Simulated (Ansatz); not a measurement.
**Elastic constants of TePb (Pm-3m), step by step**

```xyz
2
Lattice="3.8748 0.0000 0.0000 0.0000 3.8748 0.0000 0.0000 0.0000 3.8748" Properties=species:S:1:pos:R:3 pbc="T T T"
Te    1.9374    1.9374    1.9374
Pb    0.0000    0.0000    0.0000
```

Unless marked otherwise, the numbers come from LDA, all-electron LAPW in Ansatz 0.2.0, scalar-relativistic. k mesh 12×12×12, Fermi-Dirac smearing of 0.100 eV, basis error target 1 meV/atom. The cell was relaxed by PAW under this functional, which moved its volume by -9 % from the database entry's. The structure is one entry of a database and needn't be the stable phase.

The cell is cubic and carries a residual pressure of 0.00 GPa at this level. Each strain component that symmetry leaves independent is applied at ±0.003, the ions relax wherever a strain frees them, and the stress (tension positive, GPa) is read. Shears are engineering strains, γ = 2ε.

```tsv
strain	size	σxx	σyy	σzz	σyz	σxz	σxy
xx	-0.003	-0.2041	-0.1378	-0.1378	0.0000	0.0000	0.0000
xx	+0.003	0.1974	0.1291	0.1291	0.0000	0.0000	0.0000
yz	-0.003	-0.0035	-0.0031	-0.0031	-0.0496	0.0000	0.0000
yz	+0.003	-0.0035	-0.0031	-0.0031	0.0496	0.0000	0.0000
```

A central difference gives one constant, for example C11 ≈ (0.1974 − (-0.2041))/(0.006) = 66.9 GPa; the program then imposes the crystal's symmetry on the whole matrix.

Problem. What are the independent elastic constants?

Solution. C11 = 66.9, C12 = 44.5, C44 = 16.5 GPa.

Problem. Do they meet the Born conditions?

Solution. C11 − C12 = 22.5, C11 + 2C12 = 155.9 and C44 = 16.5 GPa must all be positive, so the crystal is elastically stable; that says nothing yet of its phonons.

Problem. What moduli does a random aggregate of grains have?

Solution. B = (C11 + 2C12)/3 = 52.0 GPa. G_V = (C11 − C12 + 3C44)/5 = 14.4 and G_R = 5(C11 − C12)C44/(4C44 + 3(C11 − C12)) = 13.9, so G_H = 14.2 GPa. Then E = 9BG/(3B + G) = 38.9 GPa, ν = (3B − 2G)/(6B + 2G) = 0.375 and B/G = 3.67, on the ductile side of Pugh's 1.75 (a rule of thumb).

Problem. With the density of 9.556 g/cm³, how fast does sound travel, and what Debye temperature follows?

Solution. 

```tsv
direction	slow (m/s)	middle (m/s)	fast (m/s)
[100]	1315	1315	2646
[110]	1084	1315	2749
[111]	1166	1166	2783
```

The mean of v⁻³ over directions and branches gives v_m = 1370 m/s and θ_D = (ħ/k_B) v_m (6π²n)^(1/3) = 133 K, n being atoms per volume. Young's modulus spans 31 to 45 GPa over directions, and the universal anisotropy index is 0.18.

Problem. How far do the constants move if PAW replaces LAPW in the same cell?

Solution. 

```
constant  LAPW (GPa)  PAW (GPa)  difference
     C11        66.9       66.8        -0.1
     C12        44.5       44.4        -0.1
     C44        16.5       16.5         0.0
```

Problem. How far do the constants move if all-electron PAW (datasets made for the crystal) replaces LAPW in the same cell?

Solution. 

```
constant  LAPW (GPa)  all-electron PAW (datasets made for the crystal) (GPa)  difference
     C11        66.9                                                    66.9         0.0
     C12        44.5                                                    44.5         0.0
     C44        16.5                                                    16.5         0.0
```

Keep in mind: responses of metals move with mesh and smearing; no spin-orbit coupling on heavy atoms; the frozen-core PAW files of the compared runs were fitted under PBE, their cores solved anew for this functional.
